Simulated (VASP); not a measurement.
Here is a VASP 6.6.1 calculation.

File INCAR:

```
PREC = Accurate
ENCUT = 600
EDIFF = 1E-6
ISMEAR = 0
SIGMA = 0.02
LREAL = F
LASPH = T
NELM = 100
ALGO = Fast
ISIF = 3
LWAVE = F
LCHARG = F
IBRION = 2
NSW = 100
EDIFFG = -0.002
```

KPOINTS

```
Automatic mesh
0
Gamma
  8 8 8
```

Contents of POSCAR:

```
GaP
1.0
    0.0000000000      2.7258124900      2.7258124900
    2.7258124900      0.0000000000      2.7258124900
    2.7258124900      2.7258124900      0.0000000000
Ga P
1 1
Direct
    0.0000000000      0.0000000000      0.0000000000
    0.2500000000      0.2500000000      0.2500000000
```

Potentials or basis: VASP PAW LDA potentials, release 64 (Ga_d, P).

The run is started by

```sh
$ cat potpaw_LDA.64/Ga_d/POTCAR potpaw_LDA.64/P/POTCAR > POTCAR
$ mpirun -np 1 vasp_std > vasp.out
```

Problem. What does it give for the relaxed volume?

Solution. 19.62 Å³/atom.

Problem. Predict the relaxed cell.

Solution. a = 3.814 Å, b = 3.814 Å, c = 3.814 Å, α = 60.00°, β = 60.00°, γ = 60.00°.

Problem. What does it give for the space group after relaxing (to 0.05 Å)?

Solution. F-43m (No. 216).

Step by step:
| step | energy change (eV) | largest force (eV/Å) | pressure (GPa) | volume (Å³) |
| --- | --- | --- | --- | --- |
| 1 | 0.0000 | 0.0000 | -2.65 | 40.51 |
| 2 | -0.0082 | 0.0000 | 1.67 | 38.57 |
| 3 | -0.0112 | 0.0000 | 0.10 | 39.21 |
| 4 | -0.0112 | 0.0000 | -0.22 | 39.25 |
| 5 | -0.0112 | 0.0000 | -0.01 | 39.24 |
